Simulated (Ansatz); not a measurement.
**Cu: further runs on the relaxed cell**

One table from this session's results is given with a row withheld; the runs are named, their logs left out.

Method: DFT PBEsol, scalar-relativistic, plane waves, PAW, in Ansatz 0.2.0.

1 further run of the same task is left out (set aside as unsound or not needed).

**Starting point**

It takes space group I4/mmm (No. 139, tetragonal). The conventional cell has a = 2.890 Å, b = 2.890 Å, c = 2.720 Å, α = 90.00°, β = 90.00°, γ = 90.00°. Cu (site symmetry 4/mmm) has 10 Cu at 2.45 to 2.72 Å as nearest neighbours.

As a file:

```
Cu
1.0
    -1.44509    1.44509    1.36001
     1.44509   -1.44509    1.36001
     1.44509    1.44509   -1.36001
Cu
1
Direct
  0.00000 0.00000 0.00000
```

It goes back to an entry of the Materials Project, which need not be the stable form.

It is the result of an earlier relaxation at this level (volume 11.36 Å³/atom; gap on the mesh: none (metal)).

The first run:

The input, input.yaml:

```yaml
crystal:
  lattice:
    - [-1.4450917296, 1.4450917296, 1.3600071991]
    - [1.4450917296, -1.4450917296, 1.3600071991]
    - [1.4450917296, 1.4450917296, -1.3600071991]
  atoms:
    - { symbol: Cu, position: [0.0, 0.0, 0.0] }
basis:
  ecutwfc: 420
kpoints:
  mp_grid: { grid: [20, 20, 20] }
  band_path:
    path:
      - [[0.0, 0.0, 0.0], [0.0, 0.0, 0.5], [-0.5, 0.5, 0.5], [0.0, 0.0, 0.0], [0.47142752, 0.47142752, -0.47142752]]
      - [[-0.47142752, 0.52857248, 0.47142752], [-0.5, 0.5, 0.5]]
      - [[0.0, 0.0, 0.5], [0.25, 0.25, 0.25], [0.0, 0.5, 0.0], [0.0, 0.0, 0.0]]
    npoints: 14
hamiltonian:
  xc: pbesol
scf:
  occupations: { method: gaussian, width: 0.1 }
  n_extra_bands: 6
output:
  forces: true
  stress: true
  eigenvalues: true
  populations: true
  dos: { projected: true, de: 0.02, nscf_kmesh: { grid: [30, 30, 30] } }
  bader: true
  write_density: true
  write_potential: true
  elf: true
  volumetric_format: npy
```

Command:

```console
$ ansatz run input.yaml --threads 1 --pin off --max-ram 2560MiB --backend cpu --events-out ev --progress --plain --runs-dir out
```

Among the steps run: Electronic structure at the relaxed geometry; Volume × 0.97; Point at V/V0 = 1.03; Volume × 0.94; Point at V/V0 = 1.06.

One of the session's tables, all rows but one given; the rest of the session is left out.

It belongs to the step «Fit of the equation of state». 

```
volume (Å³/atom)  energy above the lowest point (meV/atom)  pressure (GPa)
          10.679                                      23.9           11.92
          11.020                                         ?               ?
          11.360                                       0.0            0.01
          11.701                                       5.0           -4.53
          12.042                                      18.8           -8.33
```

**Question.** Estimate the row for volume (Å³/atom) = 11.020.

Worked estimate for «energy above the lowest point (meV/atom)». A straight line through the neighbours (10.679, 23.9) and (11.360, 0.0) gives 23.9 + (0.0 − 23.9) × (11.020 − 10.679) / (11.360 − 10.679) = 11.9; a parabola fitted to 3 rows on both sides gives 6.3.

The run gave: energy above the lowest point (meV/atom): 5.6; pressure (GPa): 5.46. In «energy above the lowest point (meV/atom)» the line misses by +6.3 and the parabola by +0.7.
